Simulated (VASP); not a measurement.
# VASP 6.6.1 run: AlN

INCAR

```
ENCUT = 520
NBANDS = 16
ISMEAR = -1
NSW = 0
LASPH = .TRUE.
GGA = PE
PREC = Accurate
IBRION = -1
SIGMA = 0.02
LWAVE = .FALSE.
EDIFF = 1E-7
NELM = 76
LCHARG = .FALSE.
LREAL = .FALSE.
ISIF = 2
```

KPOINTS

```
KPOINTS created by Atomic Simulation Environment
0
Monkhorst-Pack
12 12 6
0 0 0
```

POSCAR

```
Al N
 1.0000000000000000
     3.1066937601931870    0.0000000000000000    0.0000000000000000
    -1.5533468800965935    2.6904757181059007    0.0000000000000000
     0.0000000000000000    0.0000000000000000    4.9288056363999999
 Al  N
   2   2
Cartesian
  0.0000000000000001  1.7936504787372671 -0.0210060977643792
  1.5533468800965935  0.8968252393686336  2.4433967204356208
  0.0000000000000001  1.7936504787372671  1.8693082114143795
  1.5533468800965935  0.8968252393686336  4.3337110296143795
```

The recommended PBE PAW datasets give the neutral cell 16 valence electrons.

Command

```
mpirun -np 1 vasp_std
```

Predict the outcome of this run.

It converged. Results: gap between bands v and c on the k mesh 4.64 eV; least direct gap on the k mesh 4.65 eV; pressure 6.4 GPa; largest force 0.02 eV/Å. Band v is the last that the valence electrons fill when counted band by band, and c is the next.

OSZICAR

```
N       E                     dE             d eps       ncg     rms          rms(c)
DAV:   1     0.421609322614E+02    0.42161E+02   -0.73726E+03  4032   0.896E+02
DAV:   2    -0.310885059515E+02   -0.73249E+02   -0.66961E+02  5608   0.189E+02
DAV:   3    -0.345303856613E+02   -0.34419E+01   -0.34325E+01  5088   0.425E+01
DAV:   4    -0.345510035194E+02   -0.20618E-01   -0.20617E-01  4952   0.372E+00
DAV:   5    -0.345512755321E+02   -0.27201E-03   -0.27201E-03  5192   0.429E-01    0.123E+01
DAV:   6    -0.297422511081E+02    0.48090E+01   -0.10630E+01  4856   0.238E+01    0.420E+00
DAV:   7    -0.297636046070E+02   -0.21353E-01   -0.69833E-01  4304   0.588E+00    0.297E+00
DAV:   8    -0.297563642222E+02    0.72404E-02   -0.59892E-02  4792   0.225E+00    0.585E-01
DAV:   9    -0.297513204631E+02    0.50438E-02   -0.12310E-02  5392   0.823E-01    0.244E-01
DAV:  10    -0.297519329982E+02   -0.61254E-03   -0.22495E-03  4440   0.300E-01    0.132E-01
DAV:  11    -0.297518518542E+02    0.81144E-04   -0.17801E-04  4648   0.103E-01    0.321E-02
DAV:  12    -0.297518552399E+02   -0.33857E-05   -0.11324E-05  4680   0.268E-02    0.709E-03
DAV:  13    -0.297518551862E+02    0.53644E-07   -0.43127E-06  4536   0.162E-02    0.502E-03
DAV:  14    -0.297518552041E+02   -0.17853E-07   -0.32668E-07  4792   0.488E-03
   1 F= -.29751855E+02 E0= -.29751855E+02  d E =-.167805E-10
```

The shifted mesh misses Γ, so a band edge there is missed.

For comparison, a separate PBE run of the intended cell, on usual settings and not on those above, gives a gap of 4.28 eV on its mesh and a pressure of 6.4 GPa.
